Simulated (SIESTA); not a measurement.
Runs of SIESTA 5.4.2 on Ge. The structure is cubic, space group Fd-3m (No. 227). The conventional cell has a = 5.658 Å, b = 5.658 Å, c = 5.658 Å, α = 90.00°, β = 90.00°, γ = 90.00°. Ge (site symmetry -43m) is surrounded by 4 Ge at 2.45 Å. 

```csv
task,level,potentials or basis,gap on the mesh (eV),pressure (GPa)
band structure,BLYP,"PseudoDojo 0.4 standard (PBE files), DZP (energy shift 0.003 Ry; two zetas on semicore shells)",none,7.9
band structure,PBEsol,"PseudoDojo 0.4 standard (PBEsol files), DZP (energy shift 0.003 Ry; two zetas on semicore shells)",none,1.8
band structure,LDA,"PseudoDojo 0.4 standard (LDA files), DZP (energy shift 0.003 Ry; two zetas on semicore shells)",none,-0.4
band structure,AM05,"PseudoDojo 0.4 standard (PBEsol files), DZP (energy shift 0.003 Ry; two zetas on semicore shells)",none,1.9
band structure,PW91,"PseudoDojo 0.4 standard (PBE files), DZP (energy shift 0.003 Ry; two zetas on semicore shells)",none,(b)
band structure,revPBE,"PseudoDojo 0.4 standard (PBE files), DZP (energy shift 0.003 Ry; two zetas on semicore shells)",(a),6.9
```

Alike in all rows: no spin polarisation; cell as given; k mesh 8 × 8 × 8; smearing fermi-dirac 0.05 eV; grid cutoff 800 Ry; energy shift 0.003 Ry.

**Question.** Fill in the values left out.

**Answer.** (a) 0.20; (b) 4.9.

Caveats: the basis of atomic orbitals isn't converged, which shifts pressures, moduli and gaps; the potentials were made for another functional, which shifts forces and pressure (some runs).

A k mesh can miss the band edges, and the runs leave out spin-orbit coupling on Ge.

A gap of «none» marks a metal or a gap under the smearing width.

Runs at the PBE level aren't shown here.
